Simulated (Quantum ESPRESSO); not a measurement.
Ti: Wannier functions under several settings

```
CELL_PARAMETERS angstrom
2.95000 0.00000 0.00000
-1.47500 2.55477 0.00000
0.00000 0.00000 4.68000
ATOMIC_POSITIONS crystal
Ti 0.66667 0.33333 0.75000
Ti 0.33333 0.66667 0.25000
```

All runs used Quantum ESPRESSO 7.5; potentials PseudoDojo 0.4.1 SR LDA standard; k mesh 8 × 8 × 5; given cell; no spin polarisation; cutoff 1143 eV; occupations fermi-dirac, width 0.05 eV.

```tsv
level	start	Wannier mesh	spread a function (Å²)	RMS miss of the bands (meV)
LDA	atomic projections with disentanglement	6 × 6 × 4	?	?
LDA	atomic projections with disentanglement, not minimised	6 × 6 × 4	2.65	28
LDA	SCDM with an erfc weight	6 × 6 × 4	2.29	39
```

**Question.** What stands in the row left open?

**Answer.** Spread a function 0.86 Å²; RMS miss of the bands 3 meV.

Caveats: the Wannier minimisation didn't converge (some runs).

For the row left open. Caveat: the Wannier minimisation didn't converge.
